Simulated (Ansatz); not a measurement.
Crystal: TiO2 (Anatase).

```xyz
6
Lattice="-1.8921 1.8921 4.7573 1.8921 -1.8921 4.7573 1.8921 1.8921 -4.7573" Properties=species:S:1:pos:R:3 pbc="T T T"
Ti    0.0000    1.8921    2.3786
Ti    0.0000    0.0000    0.0000
O     0.0000    0.0000    7.5346
O     0.0000    1.8921    0.3987
O     0.0000    1.8921    4.3586
O     0.0000    0.0000    1.9800
```

```yaml
Program: Ansatz 0.2.0
Task: relaxation of cell and atoms
Functional: PBE
Potentials_or_basis: Ansatz PAW earlier set
Cutoff: 910 eV
Density_cutoff: 3640 eV
k_mesh: 10 × 10 × 10
Occupations: fermi-dirac, width 0.05 eV
Spin: no spin polarisation
```

At the start: volume 11.35 Å³/atom.

Q: Where does the relaxation end?

A: It ends after 5 steps and the volume is 11.66 Å³/atom (+2.7 %); space group I4_1/amd (No. 141, to 0.05 Å).

Step by step:
| step | energy change (eV) | largest force (eV/Å) | volume (Å³) |
| --- | --- | --- | --- |
| 1 | 0.0000 | 0.1059 | 68.13 |
| 2 | -0.0249 | 0.0343 | 69.32 |
| 3 | -0.0284 | 0.0050 | 69.94 |
| 4 | -0.0288 | 0.0049 | 69.98 |
| 5 | -0.0295 | 0.0049 | 69.98 |

Final structure:
```yaml
crystal:
  lattice:
    - [-1.90005, 1.90005, 4.84595]
    - [1.90005, -1.90005, 4.84595]
    - [1.90005, 1.90005, -4.84595]
  atoms:
    - { symbol: Ti, position: [0.75000, 0.25000, 0.50000] }
    - { symbol: Ti, position: [0.00000, 0.00000, 0.00000] }
    - { symbol: O, position: [0.79338, 0.79338, 0.00000] }
    - { symbol: O, position: [0.54338, 0.04338, 0.50000] }
    - { symbol: O, position: [0.95662, 0.45662, 0.50000] }
    - { symbol: O, position: [0.20662, 0.20662, 0.00000] }
```

Caveat: the plane-wave basis is chosen anew once the cell has moved, so the energies of steps on either side of that aren't comparable.
